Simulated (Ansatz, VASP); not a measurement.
## One calculation of PtSe2, two programs

Contents of INCAR:

```
SYSTEM = PtSe2
ALGO     = Fast           ! electronic algorithm
DIPOL    = 0.5 0.5 0.500
EDIFF    = 1E-6           ! SCF threshold, eV
ENCUT    = 520            ! plane-wave cutoff, eV
GGA      = PE             ! functional
IDIPOL   = 3            
ISIF     = 2              ! what is computed and relaxed
ISMEAR   = 0              ! smearing method
LASPH    = .TRUE.         ! aspherical terms in the spheres
LCHARG   = .TRUE.         ! write CHGCAR
LDIPOL   = .TRUE.       
LELF     = .TRUE.         ! ELF
LREAL    = .FALSE.        ! projectors in reciprocal space
LVACPOTAV= .TRUE.       
LVHAR    = .TRUE.       
LWAVE    = .FALSE.        ! write WAVECAR
NBANDS   = 31             ! bands
NELM     = 100            ! most SCF steps
PREC     = Accurate       ! precision mode
SIGMA    = 0.05           ! smearing width, eV
```

KPOINTS

```
k-points
0
G
  12 12 1
  0 0 0
```

Contents of POSCAR:

```
PtSe2
1.0
    3.7348918530      0.0000000000      0.0000000000
   -1.8674459270      3.2345112250      0.0000000000
    0.0000000000      0.0000000000     16.5866528580
Se Pt
4 2
Direct
    0.6666666667      0.3333333333      0.2713024767
    0.3333333333      0.6666666667      0.4286441791
    0.6666666667      0.3333333333      0.5713558209
    0.3333333333      0.6666666667      0.7286975233
    0.0000000000      0.0000000000      0.3509456961
    0.0000000000      0.0000000000      0.6490543039
```

Input for Ansatz:

```yaml
crystal:
  lattice:
    - [3.734891853, 0.0, 0.0]
    - [-1.867445927, 3.234511225, 0.0]
    - [0.0, 0.0, 16.586652858]
  atoms:
    - { symbol: Se, position: [0.6666666667, 0.3333333333, 0.2713024767] }
    - { symbol: Pt, position: [0.0, 0.0, 0.3509456961] }
    - { symbol: Se, position: [0.3333333333, 0.6666666667, 0.4286441791] }
    - { symbol: Se, position: [0.6666666667, 0.3333333333, 0.5713558209] }
    - { symbol: Pt, position: [0.0, 0.0, 0.6490543039] }
    - { symbol: Se, position: [0.3333333333, 0.6666666667, 0.7286975233] }
basis:
  ecutwfc: 420
kpoints:
  mp_grid: { grid: [12, 12, 1] }
  band_path:
    path:
      - [0.0, 0.0, 0.0]
      - [0.015443653, 0.0, 0.0]
      - [0.484556347, 0.0, 0.0]
      - [0.055555556, 0.0, 0.0]
      - [0.111111111, 0.0, 0.0]
      - [0.166666667, 0.0, 0.0]
      - [0.222222222, 0.0, 0.0]
      - [0.277777778, 0.0, 0.0]
      - [0.333333333, 0.0, 0.0]
      - [0.388888889, 0.0, 0.0]
      - [0.444444444, 0.0, 0.0]
      - [0.5, 0.0, 0.0]
      - [0.491083602, 0.017832795, 0.0]
      - [0.342249731, 0.315500538, 0.0]
      - [0.481481481, 0.037037037, 0.0]
      - [0.462962963, 0.074074074, 0.0]
      - [0.444444444, 0.111111111, 0.0]
      - [0.425925926, 0.148148148, 0.0]
      - [0.407407407, 0.185185185, 0.0]
      - [0.388888889, 0.222222222, 0.0]
      - [0.37037037, 0.259259259, 0.0]
      - [0.351851852, 0.296296296, 0.0]
      - [0.333333333, 0.333333333, 0.0]
      - [0.324416936, 0.324416936, 0.0]
      - [0.008916398, 0.008916398, 0.0]
      - [0.296296296, 0.296296296, 0.0]
      - [0.259259259, 0.259259259, 0.0]
      - [0.222222222, 0.222222222, 0.0]
      - [0.185185185, 0.185185185, 0.0]
      - [0.148148148, 0.148148148, 0.0]
      - [0.111111111, 0.111111111, 0.0]
      - [0.074074074, 0.074074074, 0.0]
      - [0.037037037, 0.037037037, 0.0]
    npoints: 1
scf:
  occupations: { method: gaussian, width: 0.05 }
  n_extra_bands: 6
hamiltonian:
  xc: pbe
  pseudopotentials: { kind: paw }
output:
  eigenvalues: true
  forces: true
  stress: true
efield:
  axis: 3
  dipole_correction: true
```

Alike in both runs: task single point; functional PBE; k mesh 12 × 12 × 1; occupations gaussian, width 0.05 eV; no spin polarisation.

```csv
,VASP,Ansatz
version,VASP 6.6.1,Ansatz 0.2.0
potentials or method,"VASP PAW PBE potentials, release 64 (Se, Pt)","plane-wave PAW, scalar-relativistic"
plane-wave cutoff (eV),520,420
valence electrons in the cell,44,100
```

|  | VASP | Ansatz | Ansatz less VASP |
| --- | --- | --- | --- |
| rms of the force components (eV/Å) | 0.056 | 0.057 | +0.0003 |

The two sets of potentials don't hold the same shells in valence. Ansatz warned: «vacuum_density_over_bound».

Caveats: spin-orbit coupling is left out, which moves the levels of the heavy elements. PBE gaps usually lie below the measured ones, often by a third to a half.
